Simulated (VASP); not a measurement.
Runs of VASP 6.6.1 on HgSe. It takes space group F-43m (No. 216, cubic). The conventional cell has a = 6.078 Å, b = 6.078 Å, c = 6.078 Å, α = 90.00°, β = 90.00°, γ = 90.00°. Hg (site symmetry -43m) has 4 Se at 2.63 Å as nearest neighbours. Se (site symmetry -43m) is surrounded by 4 Hg at 2.63 Å. 

```tsv
task	level	potentials or basis	cell	k mesh	cutoff (eV)	smearing	cutoff of the response function	frequency points	mesh quality	gap on the mesh (eV)	pressure (GPa)	relaxed volume (Å³/atom)
single point	PBE	VASP PAW PBE potentials, release 64 (Hg_sv_GW, Se_GW)	as given	3 × 3 × 3	350	gaussian 0.02 eV	-	-	coarse	none	5.4	-
single point	PBE	VASP PAW PBE potentials, release 64 (Hg, Se)	as given	8 × 8 × 8	520	gaussian 0.011 eV	-	-	not flagged	none	5.0	-
relaxation of cell and atoms	AM05	VASP PAW PBE potentials, release 64 (Hg, Se)	relaxed	8 × 8 × 8	600	fermi-dirac 0.05 eV	-	-	not flagged	none	0.0	29.33
relaxation of cell and atoms	PW91	VASP PAW PBE potentials, release 64 (Hg, Se)	relaxed	8 × 8 × 8	600	fermi-dirac 0.05 eV	-	-	not flagged	none	0.0	(a)
```

Alike in all rows: no spin polarisation.

**Question.** Estimate the missing entries.

**Answer.** (a) 30.83.

Caveats: some runs use coarse meshes; the PAW data sets were made with another functional, which shifts forces and pressure a little (some runs).

A k mesh can miss the band edges, and the runs leave out spin-orbit coupling on Hg, Se.

A gap of «none» marks a metal or a gap under the smearing width.

The runs don't all hold the same shells in valence.
